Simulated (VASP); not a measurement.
# AgCl (Chlorargyrite) (Fm-3m) in VASP: further runs

The runs below take AgCl (Chlorargyrite) through relaxation of the atoms, with PBE.

Program: VASP 6.6.1. These are calculated values, not measurements. Logs are shortened: lines on timing, memory, paths and dates and some standing lists are left out, and cuts for length are marked.

### Step 1. The undisturbed crystal

The structure is cubic, space group Fm-3m (No. 225). The conventional cell has a = 5.470 Å, b = 5.470 Å, c = 5.470 Å, α = 90.00°, β = 90.00°, γ = 90.00°. Ag (site symmetry m-3m) is surrounded by 6 Cl at 2.73 Å. Cl (site symmetry m-3m) has 6 Ag at 2.73 Å as nearest neighbours.

### Step 2. Relaxation of the atoms, PBE (a relaxed cell with its volume scaled by 1.02)

File INCAR:

```
SYSTEM = AgCl
PREC = Accurate
ENCUT = 600
EDIFF = 1E-7
ISMEAR = 0
SIGMA = 0.03
LREAL = .False.
LASPH = .True.
NELM = 80
ALGO = Normal
ISIF = 2
LWAVE = .False.
LCHARG = .False.
GGA = PE
IBRION = 2
NSW = 40
EDIFFG = -0.01
```

File KPOINTS:

```
regular mesh
0
Gamma
  8 8 8
  0 0 0
```

File POSCAR:

```
AgCl                                    
1.0
    0.0000000000      2.8217838159      2.8217838159
    2.8217838159      0.0000000000      2.8217838159
    2.8217838159      2.8217838159      0.0000000000
  Ag              Cl            
     1     1
Direct
     0.0000000000000000    0.0000000000000000    0.0000000000000000
     0.5000000000000000    0.5000000000000000    0.5000000000000000
```

Potentials or basis: VASP PAW PBE potentials, release 64 (Ag, Cl).

Launch:

```sh
$ cat potpaw_PBE.64/Ag/POTCAR potpaw_PBE.64/Cl/POTCAR > POTCAR
$ mpirun -np 1 vasp_std > vasp.out
```

OUTCAR:

```text
SYSTEM = AgCl
   PREC = Accurate
   ENCUT = 600
   EDIFF = 1E-7
   ISMEAR = 0
   LREAL = .False.
   LASPH = .True.
   NELM = 80
   ISIF = 2
   GGA = PE
   IBRION = 2
   NSW = 40
   EDIFFG = -0.01

 ion  position               nearest neighbor table
   1  0.000  0.000  0.000-   2 2.82   2 2.82   2 2.82   2 2.82   2 2.82   2 2.82
   2  0.500  0.500  0.500-   1 2.82   1 2.82   1 2.82   1 2.82   1 2.82   1 2.82

  LATTYP: Found a face centered cubic cell.
 ALAT       =     5.6435676318

  Lattice vectors:

 A1 = (   0.0000000000,   2.8217838159,   2.8217838159)
 A2 = (   2.8217838159,   0.0000000000,   2.8217838159)
 A3 = (   2.8217838159,   2.8217838159,   0.0000000000)

Analysis of symmetry for initial positions (statically):
=====================================================================
 Subroutine PRICEL returns:
 Original cell was already a primitive cell.

 Routine SETGRP: Setting up the symmetry group for a
 face centered cubic supercell.

 Subroutine GETGRP returns: Found 48 space group operations
 (whereof 48 operations were pure point group operations)
 out of a pool of 48 trial point group operations.

The static configuration has the point symmetry O_h .

Analysis of symmetry for dynamics (positions and initial velocities):
=====================================================================
 Subroutine PRICEL returns:
 Original cell was already a primitive cell.

 Routine SETGRP: Setting up the symmetry group for a
 face centered cubic supercell.

 Subroutine GETGRP returns: Found 48 space group operations
 (whereof 48 operations were pure point group operations)
 out of a pool of 48 trial point group operations.

The dynamic configuration has the point symmetry O_h .

 Subroutine INISYM returns: Found 48 space group operations
 (whereof 48 operations are pure point group operations),
 and found     1 'primitive' translations

----------------------------------------------------------------------------------------

                                     Primitive cell

  volume of cell :      44.9367

  direct lattice vectors                    reciprocal lattice vectors
     0.000000000  2.821783816  2.821783816    -0.177192880  0.177192880  0.177192880
     2.821783816  0.000000000  2.821783816     0.177192880 -0.177192880  0.177192880
     2.821783816  2.821783816  0.000000000     0.177192880  0.177192880 -0.177192880

  length of vectors
     3.990604943  3.990604943  3.990604943     0.306907070  0.306907070  0.306907070

  position of ions in fractional coordinates (direct lattice)
     0.000000000  0.000000000  0.000000000
     0.500000000  0.500000000  0.500000000

  ion indices of the primitive-cell ions
   primitive index   ion index
                 1           1
                 2           2

----------------------------------------------------------------------------------------

 KPOINTS: regular mesh

Automatic generation of k-mesh.
 Grid dimensions read from file:
 generate k-points for:    8    8    8

 Generating k-lattice:

  Cartesian coordinates                     Fractional coordinates (reciprocal lattice)
    -0.022149110  0.022149110  0.022149110     0.125000000  0.000000000  0.000000000
     0.022149110 -0.022149110  0.022149110     0.000000000  0.125000000  0.000000000
     0.022149110  0.022149110 -0.022149110     0.000000000  0.000000000  0.125000000

  Length of vectors
     0.038363384  0.038363384  0.038363384

  Shift w.r.t. Gamma in fractional coordinates (k-lattice)
     0.000000000  0.000000000  0.000000000

 Subroutine IBZKPT returns following result:
 ===========================================

 Found     29 irreducible k-points:

 Following reciprocal coordinates:
            Coordinates               Weight
  0.000000  0.000000  0.000000      1.000000
  0.125000  0.000000  0.000000      8.000000
  0.250000  0.000000  0.000000      8.000000
  0.375000  0.000000  0.000000      8.000000
  0.500000  0.000000  0.000000      4.000000
  0.125000  0.125000  0.000000      6.000000
[... 16 lines left out ...]
  0.500000  0.250000  0.125000     48.000000
 -0.375000  0.250000  0.125000     24.000000
 [... further k-points ...]
   k-points           NKPTS =     29   k-points in BZ     NKDIM =     29   number of bands    NBANDS=     13
   number of dos      NEDOS =    301   number of ions     NIONS =      2
   total plane-waves  NPLWV =  32768
   dimension x,y,z NGX =    32 NGY =   32 NGZ =   32
   dimension x,y,z NGXF=    64 NGYF=   64 NGZF=   64
   ions per type =               1   1
   NGX,Y,Z   is equivalent  to a cutoff of  13.33, 13.33, 13.33 a.u.
   NGXF,Y,Z  is equivalent  to a cutoff of  26.66, 26.66, 26.66 a.u.
 SYSTEM =  AgCl
   PREC   = accura    normal or accurate (medium, high low for compatibility)
   ISTART =      0    job   : 0-new  1-cont  2-samecut
   ICHARG =      2    charge: 1-file 2-atom 10-const
   ISPIN  =      1    spin polarized calculation?
   LNONCOLLINEAR =      F non collinear calculations
   LSORBIT =      F    spin-orbit coupling
   LASPH  =      T    aspherical Exc in radial PAW
   ENCUT  =  600.0 eV  44.10 Ry    6.64 a.u.   7.97  7.97  7.97*2*pi/ulx,y,z
   NELM   =     80;   NELMIN=  2; NELMDL= -5     # of ELM steps
   EDIFF  = 0.1E-06   stopping-criterion for ELM
   LREAL  =      F    real-space projection
   EDIFFG = -.1E-01   stopping-criterion for IOM
   NSW    =     40    number of steps for IOM
   IBRION =      2    ionic relax: 0-MD 1-quasi-New 2-CG
   NFREE  =      1    steps in history (QN), initial steepest desc. (CG)
   ISIF   =      2    stress and relaxation
   ISYM   =      2    0-nonsym 1-usesym 2-fastsym
   POTIM  = 0.5000    time-step for ionic-motion
   TEBEG  =    0.0;   TEEND  =   0.0 temperature during run
   PSTRESS=    0.0 pullay stress
   NELECT =      18.0000    total number of electrons
   NUPDOWN=      -1.0000    fix difference up-down
   EMIN   =  10.00;   EMAX   =-10.00  energy-range for DOS
   EFERMI =   0.00;   METHOD = LEGACY
   ISMEAR =     0;   SIGMA  =   0.03  broadening in eV -4-tet -1-fermi 0-gaus
   EFERMI_NEDOS =   21; number of points for ismear=-14 and -15
   IALGO  =     38    algorithm
   IMIX   =      4    mixing-type and parameters
     AMIX     =   0.40;   BMIX     =  1.00
     AMIX_MAG =   1.60;   BMIX_MAG =  1.00
  volume/ion in A,a.u.               =      22.47       151.62
  Fermi-wavevector in a.u.,A,eV,Ry     =   1.206791  2.280504 19.814758  1.456344
  Thomas-Fermi vector in A             =   2.342447
   LORBIT       =      0    0 simple, 1 ext, 2 COOP (PROOUT), +10 PAW based schemes
   GGA     = PE    functional components
   LHFCALC =     F    Hartree Fock is set to
   AEXX    =    0.0000 exact exchange contribution
   IVDW    =     0    specifies the selected vdW correction
   LEPSILON=     F    determine dielectric tensor
   LRPA    =     F    only Hartree local field effects (RPA)
 conjugate gradient relaxation of ions
 non-spin polarized calculation
 Gauss-broadening in eV      SIGMA  =   0.03
  energy-cutoff  :      600.00
  volume of cell :       44.94
 maximum number of plane-waves:      1524
   NGX = 15   NGY = 15   NGZ = 15

 number of electron      18.0000002 magnetization

 Free energy of the ion-electron system (eV)
  ---------------------------------------------------
  ext. energy  EPLUGINS =         0.00000000
  ---------------------------------------------------
  free energy    TOTEN  =        -5.39933720 eV

  energy without entropy =       -5.39933720  energy(sigma->0) =       -5.39933720

 E-fermi :   3.3172     XC(G=0):  -9.6938

 val. band max:        3.1733140821   @ k =   0.5000   0.0000   0.0000
 cond. band min:       4.1012794707   @ k =   0.0000   0.0000   0.0000
 fundamental gap:      0.9279653887
 Fermi energy:         3.3171611765

 k-point     1 :       0.0000    0.0000    0.0000
  band No.  band energies     occupation
      1     -11.6349      2.00000
      2       0.9315      2.00000
      3       0.9315      2.00000
      4       0.9315      2.00000
      5       0.9699      2.00000
      6       0.9699      2.00000
      7       1.0636      2.00000
      8       1.0636      2.00000
      9       1.0636      2.00000
     10       4.1013      0.00000
     11      14.0492      0.00000
     12      14.0492      0.00000
     13      14.0492      0.00000

 k-point     2 :       0.1250    0.0000    0.0000
  band No.  band energies     occupation
      1     -11.5832      2.00000
      2       0.2911      2.00000
      3       0.3396      2.00000
      4       0.3396      2.00000
      5       0.9795      2.00000
      6       0.9795      2.00000
      7       1.1946      2.00000
      8       1.7534      2.00000
      9       1.7534      2.00000
     10       4.7814      0.00000
     11      12.6869      0.00000
     12      13.6821      0.00000
     13      13.6821      0.00000

 k-point     3 :       0.2500    0.0000    0.0000
  band No.  band energies     occupation
      1     -11.4537      2.00000
      2      -0.6627      2.00000
      3      -0.1931      2.00000
      4      -0.1931      2.00000
      5       1.0895      2.00000
      6       1.0895      2.00000
      7       1.3275      2.00000
      8       2.4491      2.00000
      9       2.4491      2.00000
     10       6.0602      0.00000
     11      10.9963      0.00000
     12      12.3811      0.00000
     13      12.3811      0.00000
[... 305 lines left out ...]
 k-point    23 :       0.5000    0.2500    0.1250
  band No.  band energies     occupation
      1     -11.2763      2.00000
      2      -1.1991      2.00000
      3      -0.5406      2.00000
      4      -0.2866      2.00000
      5       1.1184      2.00000
      6       1.2592      2.00000
      7       1.4958      2.00000
      8       1.9722      2.00000
      9       2.8278      2.00000
     10       7.6623      0.00000
     11       9.3606      0.00000
     12      11.1560      0.00000
     13      11.9638      0.00000

 k-point    24 :      -0.3750    0.2500    0.1250
  band No.  band energies     occupation
      1     -11.2348      2.00000
      2      -1.2515      2.00000
      3      -0.5736      2.00000
      4      -0.5414      2.00000
      5       1.1942      2.00000
      6       1.2550      2.00000
      7       1.4854      2.00000
      8       2.2624      2.00000
      9       2.7398      2.00000
     10       8.0534      0.00000
     11       8.9174      0.00000
     12      11.2376      0.00000
     13      11.7098      0.00000

 [... further k-points ...]
[... 5 lines left out ...]
  --------------------------------------------------------------------------------------
  -------------------------------------------------------------------------------------
  Total       -0.2172955     -0.2172955     -0.2172955      0.0000000      0.0000000     -0.0000000
  in kB       -7.7474718     -7.7474718     -7.7474718      0.0000000      0.0000000     -0.0000000
  external PRESSURE =      -7.7474718 kB  Pullay stress =       0.0000000 kB

 VOLUME and BASIS-vectors are now :
 -----------------------------------------------------------------------------
  energy-cutoff  :      600.00
  volume of cell :       44.94
      direct lattice vectors                 reciprocal lattice vectors
     0.000000000  2.821783816  2.821783816    -0.177192880  0.177192880  0.177192880
     2.821783816  0.000000000  2.821783816     0.177192880 -0.177192880  0.177192880
     2.821783816  2.821783816  0.000000000     0.177192880  0.177192880 -0.177192880

 POSITION                                       TOTAL-FORCE (eV/Angst)
 -----------------------------------------------------------------------------------
      0.00000      0.00000      0.00000         0.000000      0.000000      0.000000
      2.82178      2.82178      2.82178        -0.000000     -0.000000     -0.000000
 -----------------------------------------------------------------------------------
    total drift:                                0.000000     -0.000000     -0.000000

  FREE ENERGIE OF THE ION-ELECTRON SYSTEM (eV)
  ---------------------------------------------------
  free  energy   TOTEN  =        -5.3993372031 eV

  energy  without entropy=       -5.3993372031  energy(sigma->0) =       -5.39933720

 reached required accuracy - stopping structural energy minimisation
```

Run time: 7.4 s. Hardware: 1 thread of Intel Xeon 6975P-C (Granite Rapids), shared host; peak memory 0.18 GiB.

Results:

| Quantity | Value |
| --- | --- |
| Free energy | -5.3993 eV |
| Pressure after relaxing | -0.8 GPa |
| Band gap on the k mesh | 0.93 eV, indirect (least direct gap 3.03 eV) |

Final structure:
```
Ag Cl
1.0
     0.00000    2.82178    2.82178
     2.82178    0.00000    2.82178
     2.82178    2.82178    0.00000
Ag Cl
1 1
Direct
  0.00000 0.00000 0.00000
  0.50000 0.50000 0.50000
```

Caveat: the relaxation stopped at its first step, so nothing moved. A k mesh can miss the band edges.

### Step 3. Relaxation of the atoms, PBE (a relaxed cell with its volume scaled by 1.04)

INCAR is that of step 2.

KPOINTS is that of step 2.

File POSCAR:

```
AgCl                                    
1.0
    0.0000000000      2.8401076008      2.8401076008
    2.8401076008      0.0000000000      2.8401076008
    2.8401076008      2.8401076008      0.0000000000
  Ag              Cl            
     1     1
Direct
     0.0000000000000000    0.0000000000000000    0.0000000000000000
     0.5000000000000000    0.5000000000000000    0.5000000000000000
```

Potentials or basis: VASP PAW PBE potentials, release 64 (Ag, Cl).

Launch:

```sh
$ cat potpaw_PBE.64/Ag/POTCAR potpaw_PBE.64/Cl/POTCAR > POTCAR
$ mpirun -np 1 vasp_std > vasp.out
```

Wall time 7.5 s (1 thread of Intel Xeon 6975P-C (Granite Rapids), shared host); peak memory 0.18 GiB.

The run converged. Its results:

```yaml
Free_energy: -5.3933 eV
Pressure_after_relaxing: -1.5 GPa
Band_gap_on_the_k_mesh: 0.94 eV, indirect (least direct gap 2.97 eV)
```

Final structure:
```cif
data_structure
_symmetry_space_group_name_H-M 'P 1'
_symmetry_Int_Tables_number 1
_cell_length_a 4.0165
_cell_length_b 4.0165
_cell_length_c 4.0165
_cell_angle_alpha 60.000
_cell_angle_beta 60.000
_cell_angle_gamma 60.000
_cell_volume 45.82
loop_
_atom_site_label
_atom_site_type_symbol
_atom_site_fract_x
_atom_site_fract_y
_atom_site_fract_z
_atom_site_occupancy
Ag1 Ag 0.00000 0.00000 0.00000 1
Cl1 Cl 0.50000 0.50000 0.50000 1
```

Levels at points of the mesh, in eV from the valence-band top:
```tsv
k point	band 6	band 7	band 8	band 9	band 10	band 11	band 12	band 13
(0.00, 0.00, 0.00)	-2.14	-2.03	-2.03	-2.03	0.94	10.88	10.88	10.88
(0.50, 0.00, 0.00)	-1.87	-1.59	0.00	0.00	4.43	6.16	7.79	7.79
(0.50, 0.50, 0.00)	-1.98	-1.77	-1.77	-1.73	2.49	8.13	8.41	11.15
```

Caveat: the relaxation stopped at its first step, so nothing moved. A k mesh can miss the band edges.

### Step 4. Relaxation of the atoms, PBE (a relaxed cell with its volume scaled by 1.06)

INCAR is that of step 3.

KPOINTS is that of step 3.

File POSCAR:

```
AgCl                                    
1.0
    0.0000000000      2.8581979459      2.8581979459
    2.8581979459      0.0000000000      2.8581979459
    2.8581979459      2.8581979459      0.0000000000
  Ag              Cl            
     1     1
Direct
     0.0000000000000000    0.0000000000000000    0.0000000000000000
     0.5000000000000000    0.5000000000000000    0.5000000000000000
```

Potentials or basis: VASP PAW PBE potentials, release 64 (Ag, Cl).

Launch:

```sh
$ cat potpaw_PBE.64/Ag/POTCAR potpaw_PBE.64/Cl/POTCAR > POTCAR
$ mpirun -np 1 vasp_std > vasp.out
```

OUTCAR:

```text
SYSTEM = AgCl
   PREC = Accurate
   ENCUT = 600
   EDIFF = 1E-7
   ISMEAR = 0
   LREAL = .False.
   LASPH = .True.
   NELM = 80
   ISIF = 2
   GGA = PE
   IBRION = 2
   NSW = 40
   EDIFFG = -0.01

 ion  position               nearest neighbor table
   1  0.000  0.000  0.000-   2 2.86   2 2.86   2 2.86   2 2.86   2 2.86   2 2.86
   2  0.500  0.500  0.500-   1 2.86   1 2.86   1 2.86   1 2.86   1 2.86   1 2.86

  LATTYP: Found a face centered cubic cell.
 ALAT       =     5.7163958918
[... 567 lines left out ...]
      8       1.8624      2.00000
      9       2.3212      2.00000
     10       7.5299      0.00000
     11       8.5056      0.00000
     12      10.7599      0.00000
     13      11.2542      0.00000

 [... further k-points ...]
[... 5 lines left out ...]
  --------------------------------------------------------------------------------------
  -------------------------------------------------------------------------------------
  Total       -0.6089488     -0.6089488     -0.6089488      0.0000000      0.0000000      0.0000000
  in kB      -20.8922136    -20.8922136    -20.8922136      0.0000000      0.0000000      0.0000000
  external PRESSURE =     -20.8922136 kB  Pullay stress =       0.0000000 kB

 VOLUME and BASIS-vectors are now :
 -----------------------------------------------------------------------------
  energy-cutoff  :      600.00
  volume of cell :       46.70
      direct lattice vectors                 reciprocal lattice vectors
     0.000000000  2.858197946  2.858197946    -0.174935400  0.174935400  0.174935400
     2.858197946  0.000000000  2.858197946     0.174935400 -0.174935400  0.174935400
     2.858197946  2.858197946  0.000000000     0.174935400  0.174935400 -0.174935400

 POSITION                                       TOTAL-FORCE (eV/Angst)
 -----------------------------------------------------------------------------------
      0.00000      0.00000      0.00000         0.000000      0.000000     -0.000000
      2.85820      2.85820      2.85820         0.000000      0.000000      0.000000
 -----------------------------------------------------------------------------------
    total drift:                                0.000000     -0.000000     -0.000000

  FREE ENERGIE OF THE ION-ELECTRON SYSTEM (eV)
  ---------------------------------------------------
  free  energy   TOTEN  =        -5.3837253434 eV

  energy  without entropy=       -5.3837253434  energy(sigma->0) =       -5.38372534

 reached required accuracy - stopping structural energy minimisation
```

OSZICAR:

```text
N       E                     dE             d eps       ncg     rms          rms(c)
DAV:   1     0.111189896666E+03    0.11119E+03   -0.93217E+03   762   0.138E+03
DAV:   2    -0.391924944583E+00   -0.11158E+03   -0.10374E+03   904   0.267E+02
DAV:   3    -0.554659050049E+01   -0.51547E+01   -0.51321E+01   899   0.604E+01
DAV:   4    -0.558970271629E+01   -0.43112E-01   -0.43106E-01   839   0.624E+00
DAV:   5    -0.559033507412E+01   -0.63236E-03   -0.63236E-03   889   0.762E-01    0.479E+00
DAV:   6    -0.538825550434E+01    0.20208E+00   -0.35685E-01   836   0.796E+00    0.318E+00
DAV:   7    -0.538419962316E+01    0.40559E-02   -0.10438E-01   769   0.263E+00    0.174E+00
DAV:   8    -0.538359815004E+01    0.60147E-03   -0.65177E-03   779   0.100E+00    0.268E-01
DAV:   9    -0.538362621040E+01   -0.28060E-04   -0.79578E-04   844   0.447E-01    0.573E-02
DAV:  10    -0.538371973595E+01   -0.93526E-04   -0.19141E-04   774   0.134E-01    0.365E-02
DAV:  11    -0.538372527388E+01   -0.55379E-05   -0.52346E-06   842   0.215E-02    0.536E-03
DAV:  12    -0.538372534344E+01   -0.69560E-07   -0.38343E-07   846   0.643E-03
   1 F= -.53837253E+01 E0= -.53837253E+01  d E =-.538373E+01
```

Run time: 7.4 s. Hardware: 1 thread of Intel Xeon 6975P-C (Granite Rapids), shared host; peak memory 0.18 GiB.

Results:

* Free energy: -5.3837 eV
* Pressure after relaxing: -2.1 GPa
* Band gap on the k mesh: 0.95 eV, indirect (least direct gap 2.91 eV)

Final structure:
```
CELL_PARAMETERS angstrom
0.00000 2.85820 2.85820
2.85820 0.00000 2.85820
2.85820 2.85820 0.00000
ATOMIC_POSITIONS crystal
Ag 0.00000 0.00000 0.00000
Cl 0.50000 0.50000 0.50000
```

Caveat: the relaxation stopped at its first step, so nothing moved.

### Step 5. The runs side by side

| cell | gap on the mesh (eV) | pressure (GPa) |
| --- | --- | --- |
| atoms relaxed from: a relaxed cell with its volume scaled by 1.02 | 0.93 | -0.8 |
| atoms relaxed from: a relaxed cell with its volume scaled by 1.04 | 0.94 | -1.5 |
| atoms relaxed from: a relaxed cell with its volume scaled by 1.06 | 0.95 | -2.1 |

Alike in all rows: task relaxation of the atoms; level PBE; potentials or basis VASP PAW PBE potentials, release 64 (Ag, Cl); no spin polarisation; k mesh 8 × 8 × 8; cutoff (eV) 600; smearing gaussian 0.03 eV.

Caveats: the relaxation stopped at its first step, so nothing moved.

Absolute energies hang on the potentials; compare differences alone.
